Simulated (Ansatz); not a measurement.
## Energy against total moment in Fe

System: Fe, an experimental structure (space group Fm-3m); the cell holds 1 atom. Source: COD entry 9014605; it may be a high-temperature, high-pressure or metastable form.

```
Fe
1.0
     0.00000    1.77750    1.77750
     1.77750    0.00000    1.77750
     1.77750    1.77750    0.00000
Fe
1
Cartesian
  0.0000 0.0000 0.0000
```

Site labels below count the atoms in this order, from 1.

All numbers below come from DFT, PBE, PAW, plane waves, scalar-relativistic in Ansatz.

| Setting | Value |
| --- | --- |
| Plane-wave cutoff | 420 eV |
| k-point mesh | 12×12×12 (Γ-centred) |
| Occupations | Fermi–Dirac smearing, 0.1 eV |

Moments by site are taken inside atomic spheres; the rest lies between them.

For a metal this mesh leaves errors of several meV/atom.

The total moment of the cell is held fixed (separate Fermi levels for the two spins), shared at the start among the Fe atoms with one sign; no search for lower states follows. Energies are free energies per cell above the lowest run, the runs with a free moment included. Each row is one local solution, which need not be the lowest state at that M. The run at M = 0 starts without moments and gives the spin-unpolarised solution. The cell holds one magnetic atom, so only parallel order fits; orders in a larger cell may lie lower. The program warns that the SCF threshold is loose for stress, so pressures can be off by 0.1 GPa or more.

The run at M = 1.46 μB took 0.53 s on 2 threads of AMD EPYC 9R45 96-Core Processor (shared host), peak memory 0.31 GiB.

| fixed M (μB/cell) | F − F(lowest) (meV/cell) | moments of Fe1 (μB) | pressure (GPa) |
| --- | --- | --- | --- |
| 0.00 | 56 | 0.00 | -20.6 |
| 0.36 | 47 | 0.37 | -19.4 |
| 0.73 | 26 | 0.74 | -16.5 |
| 1.09 | 7 | 1.11 | -12.9 |
| 1.46 | 0 | 1.48 | -8.0 |
| 1.82 | 8 | 1.85 | -1.6 |
| 2.18 | 18 | 2.21 | 6.0 |
| 2.55 | 41 | 2.57 | 15.2 |
| 2.91 | 174 | 2.88 | 25.8 |

The lowest fixed-moment run is the one at M = 1.46 μB (0 meV). With the constraint released: “usual moment scaled by 0.1, free total moment [Fe1 0.40 μB]” ends at 1.39 μB, 0 meV; “usual moment, free total moment [Fe1 4.00 μB]” ends at 1.39 μB, 0 meV.
